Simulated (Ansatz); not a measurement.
# Rb (simple hexagonal type): the cost of one run

Computed with Ansatz 0.2.0 (DFT PBE, with the methods named in each step, unless a step's input says otherwise).

## 1. The structure to begin with

Symmetry: P6/mmm, No. 191, hexagonal system. The conventional cell has a = 4.885 Å, b = 4.885 Å, c = 4.592 Å, α = 90.00°, β = 90.00°, γ = 120.00°.

Structure file:

```xyz
1
Lattice="4.8847 0.0000 0.0000 -2.4423 4.2303 0.0000 0.0000 0.0000 4.5916" Properties=species:S:1:pos:R:3 pbc="T T T"
Rb    0.0000    0.0000    0.0000
```

Whether this phase is the stable one at these pressures isn't tested.

## 2. The reference volume, LAPW

input.yaml reads:

```yaml
crystal:
  lattice:
    - [4.8846778052, 0.0, 0.0]
    - [-2.4423389026, 4.2302550686, 0.0]
    - [0.0, 0.0, 4.5915971368]
  atoms:
    - { symbol: Rb, position: [0.0, 0.0, 0.0] }
kpoints:
  mp_grid: { grid: [9, 9, 8] }
  band_path:
    path:
      - [0.0, 0.0, 0.0]
      - [0.5, 0.0, 0.0]
      - [0.3333333333, 0.3333333333, 0.0]
      - [0.0, 0.0, 0.0]
      - [0.0, 0.0, 0.5]
      - [0.5, 0.0, 0.5]
      - [0.3333333333, 0.3333333333, 0.5]
      - [0.0, 0.0, 0.5]
      - [0.5, 0.0, 0.5]
    npoints: 14
scf:
  occupations: { method: fermi_dirac, width: 0.05 }
hamiltonian:
  xc: pbe
  pseudopotentials: { kind: all_electron, lapw: { basis_error: 0.001 } }
output:
  forces: true
  stress: true
  eigenvalues: true
  populations: true
  dos: { projected: true, de: 0.2, e_range: [-14, 8] }
```

The run is started by

```console
> ansatz run input.yaml --threads 1 --pin off --max-ram 2048MiB --backend cpu --events-out ev --progress --plain --runs-dir out
```

**Question.** How long does this run take on 1 thread of Arm Neoverse V1, shared host, and how much memory does it need?

About 4.4 s, with a peak of 0.2 GiB.
